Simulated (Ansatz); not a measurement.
KBr: strain and displacement

```
CELL_PARAMETERS angstrom
0.00000 3.29250 3.29250
3.29250 0.00000 3.29250
3.29250 3.29250 0.00000
ATOMIC_POSITIONS crystal
K 0.00000 0.00000 0.00000
Br 0.50000 0.50000 0.50000
```

Atom numbers follow the list: K1, Br2.

The cell is COD entry 1010046, as deposited and not checked against the literature; nothing was relaxed. It is an old determination, and later ones may differ.

Level of theory: Ansatz 0.2.0, DFT, PBE, all-electron PAW with datasets made for the crystal, scalar-relativistic.

Sampling and basis: a Γ-centred 7×7×7 k mesh, Fermi–Dirac smearing of 0.01 eV, cutoff 200 eV (chosen by the program for this cell), no spin polarisation.

The unchanged cell is at 0.83 GPa.

Semilocal functionals give too small gaps.

x, y and z are the Cartesian axes of the cell as listed; fractional coordinates follow a strain, and an engineering shear is twice the off-diagonal strain component.

Vzz stands for the principal value of largest size of the field-gradient tensor, whatever its axis.

**Question.** With this change (equal xy, yz and zx engineering shear strains of -2 %), what becomes of the energy and stress and field gradients and gap?

**Answer.** Energy change under 1 meV/atom; stress change (xx, yy, zz, yz, xz, xy) 0.00, 0.00, 0.00, 0.09, 0.09, 0.09 GPa, compression positive; Vzz in 10²¹ V/m²: K1 0 → 0.19 (η = 0.00), Br2 0 → -0.62 (η = 0.00); gap on the k mesh 4.45 → 4.41 eV.

**Question.** With this change (equal xy, yz and zx engineering shear strains of -1 %), what becomes of the energy and stress and field gradients and gap?

**Answer.** Energy change under 1 meV/atom; stress change (xx, yy, zz, yz, xz, xy) 0.00, 0.00, 0.00, 0.05, 0.05, 0.05 GPa, compression positive; Vzz in 10²¹ V/m²: K1 0 → 0.09 (η = 0.00), Br2 0 → -0.31 (η = 0.00); gap on the k mesh 4.45 → 4.43 eV.

With atom 2 (Br) moved by (0.0289, 0.0289, 0.0289) Å: energy change under 1 meV/atom; stress change (xx, yy, zz, yz, xz, xy) 0.01, 0.01, 0.01, 0.00, 0.00, 0.00 GPa, compression positive; change of the force on Br2 (-0.036, -0.036, -0.036) eV/Å; Vzz in 10²¹ V/m²: K1 0 → 0.01 (η = 0.00), Br2 0 → 0 (under 0.004); gap on the k mesh 4.45 → 4.45 eV.

**Question.** What force constant does this one finite step give for Br2 along its displacement (all its periodic images move with it)?

**Answer.** k = −ΔF·u/|u|² = 1.26 eV/Å², so the force pulls the atom back.
